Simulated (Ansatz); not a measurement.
Crystal: Si.

```
CELL_PARAMETERS angstrom
2.62054 0.00000 0.00000
-1.31027 2.26946 0.00000
0.00000 0.00000 2.46635
ATOMIC_POSITIONS crystal
Si 0.00000 0.00000 0.00000
```

This isn't the form of Si at room conditions, which is diamond.

```yaml
Program: Ansatz 0.2.0
Task: single point
Functional: PBE
Potentials_or_basis: all-electron LAPW, scalar-relativistic
Cutoff: 189 eV (chosen from the basis error)
Basis_error_allowed: 0.001 eV/atom
k_mesh: 12 × 12 × 11
Occupations: fermi-dirac, width 0.05 eV
Spin: no spin polarisation
```

On this cell: pressure 3.1 GPa; band gap on the k mesh none (metal or under the smearing width).

The same run follows on a disturbed copy (cell strained at random at fixed volume):

```xyz
1
Lattice="2.6045 0.0052 -0.0115 -1.2978 2.2583 -0.0087 -0.0108 -0.0157 2.4911" Properties=species:S:1:pos:R:3 pbc="T T T"
Si   -0.0147   -0.0287   -0.0388
```

Q: What does the disturbed cell give?

A: The energy (extrapolated to zero smearing) moves by -0.6 meV/atom; pressure 3.0 GPa; band gap on the k mesh none (metal or under the smearing width).

Stress tensor (GPa, compression positive):
```
 3.65 -0.44  0.91
-0.44  3.15  1.34
 0.91  1.34  2.08
```
